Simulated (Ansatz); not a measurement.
ZnO built on the wurtzite prototype, relaxed with r2SCAN in Ansatz. Space group P6_3mc (No. 186), hexagonal; a = 3.235 Å, c = 5.211 Å in the conventional setting, 11.81 Å³ an atom. Around Zn lie 4 O at 1.97–1.98 Å; around O lie 4 Zn at 1.97–1.98 Å.

The axes x, y and z are those of this cell:
```yaml
crystal:
  lattice:
    - [3.23534, 0.00000, 0.00000]
    - [-1.61767, 2.80189, 0.00000]
    - [0.00000, 0.00000, 5.21095]
  atoms:
    - { symbol: Zn, position: [0.33333, 0.66667, 0.99765] }
    - { symbol: Zn, position: [0.66667, 0.33333, 0.49765] }
    - { symbol: O, position: [0.33333, 0.66667, 0.37735] }
    - { symbol: O, position: [0.66667, 0.33333, 0.87735] }
```

Unstrained: The PBE gap is direct at Γ: 0.808 eV. r2SCAN gives a direct gap of 1.238 eV at Γ. With HSE06 the gap is 2.532 eV and direct, at Γ. Meshes: PBE 12×12×6, r2SCAN 12×12×6, HSE06 6×6×4. Strains are changes of length per length. After each strain the atoms were relaxed again with r2SCAN within the symmetry that the strain leaves, so tilts or polar shifts that break it weren't tested; points keep the names that they have in the unstrained zone. (Simulation; spin polarisation is off.)

(1) Apply uniaxial -3.0 % along z, other directions held. How far does the gap move, against the unstrained cell?

(2) Estimate what uniaxial -2.0 % along z, other directions held does to the gap.

(3) Apply uniaxial +1.0 % along z, other directions held. How far does the gap move, against the unstrained cell?

(4) Estimate what uniaxial +3.0 % along z, other directions held does to the gap.

(5) Estimate what uniaxial +2.0 % along z, other directions held does to the gap.

(6) Apply uniaxial +4.0 % along z, other directions held. How far does the gap move, against the unstrained cell?

(7) Apply uniaxial -1.0 % along z, other directions held. How far does the gap move, against the unstrained cell?

(8) Estimate what uniaxial -4.0 % along z, other directions held does to the gap.

(9) Order the strained cells by their HSE06 gap, smallest first.
A. uniaxial +3.0 % along z, other directions held
B. uniaxial +2.0 % along z, other directions held
C. uniaxial +4.0 % along z, other directions held
D. uniaxial -4.0 % along z, other directions held
E. uniaxial -3.0 % along z, other directions held
F. uniaxial -1.0 % along z, other directions held
G. uniaxial +1.0 % along z, other directions held
H. uniaxial -2.0 % along z, other directions held

Results:

(1) PBE: the gap goes from 0.808 to 0.886 eV (+0.078 eV); with r2SCAN the top three valence levels at Γ, grouped 2+1 from the top over 96 meV, become 2+1 over 125 meV. r2SCAN: the gap goes from 1.238 to 1.315 eV (+0.077 eV). HSE06: the gap goes from 2.532 to 2.634 eV (+0.102 eV). The r2SCAN energy rises by 7.3 meV an atom.

(2) PBE: the gap goes from 0.808 to 0.861 eV (+0.053 eV); with r2SCAN the top three valence levels at Γ, grouped 2+1 from the top over 96 meV, become 2+1 over 109 meV. r2SCAN: the gap goes from 1.238 to 1.290 eV (+0.052 eV). HSE06: the gap goes from 2.532 to 2.602 eV (+0.070 eV). The r2SCAN energy rises by 3.3 meV an atom.

(3) PBE: the gap goes from 0.808 to 0.780 eV (-0.028 eV). r2SCAN: the gap goes from 1.238 to 1.210 eV (-0.028 eV). HSE06: the gap goes from 2.532 to 2.496 eV (-0.036 eV). The r2SCAN energy rises by 0.8 meV an atom.

(4) PBE: the gap goes from 0.808 to 0.721 eV (-0.087 eV); with r2SCAN the top three valence levels at Γ, grouped 2+1 from the top over 96 meV, become 2+1 over 116 meV. r2SCAN: the gap goes from 1.238 to 1.151 eV (-0.087 eV). HSE06: the gap goes from 2.532 to 2.418 eV (-0.114 eV). The r2SCAN energy rises by 7.3 meV an atom.

(5) PBE: the gap goes from 0.808 to 0.752 eV (-0.056 eV); with r2SCAN the top three valence levels at Γ, grouped 2+1 from the top over 96 meV, become 2+1 over 104 meV. r2SCAN: the gap goes from 1.238 to 1.181 eV (-0.057 eV). HSE06: the gap goes from 2.532 to 2.458 eV (-0.074 eV). The r2SCAN energy rises by 3.2 meV an atom.

(6) PBE: the gap goes from 0.808 to 0.690 eV (-0.118 eV); with r2SCAN the top three valence levels at Γ, grouped 2+1 from the top over 96 meV, become 2+1 over 130 meV. r2SCAN: the gap goes from 1.238 to 1.119 eV (-0.119 eV). HSE06: the gap goes from 2.532 to 2.376 eV (-0.156 eV). The r2SCAN energy rises by 12.9 meV an atom.

(7) PBE: the gap goes from 0.808 to 0.835 eV (+0.027 eV). r2SCAN: the gap goes from 1.238 to 1.264 eV (+0.026 eV). HSE06: the gap goes from 2.532 to 2.568 eV (+0.036 eV). The r2SCAN energy rises by 0.8 meV an atom.

(8) PBE: the gap goes from 0.808 to 0.911 eV (+0.103 eV); with r2SCAN the top three valence levels at Γ, grouped 2+1 from the top over 96 meV, become 2+1 over 148 meV. r2SCAN: the gap goes from 1.238 to 1.340 eV (+0.102 eV). HSE06: the gap goes from 2.532 to 2.667 eV (+0.135 eV). The r2SCAN energy rises by 12.9 meV an atom.

(9) C (2.38 eV), A (2.42 eV), B (2.46 eV), G (2.50 eV), F (2.57 eV), H (2.60 eV), E (2.63 eV), D (2.67 eV).

The meshes of the hybrids are coarse, so their gaps aren't converged to the digits shown.

The splittings at Γ are without spin-orbit coupling, which regroups them where it is of like size or larger.
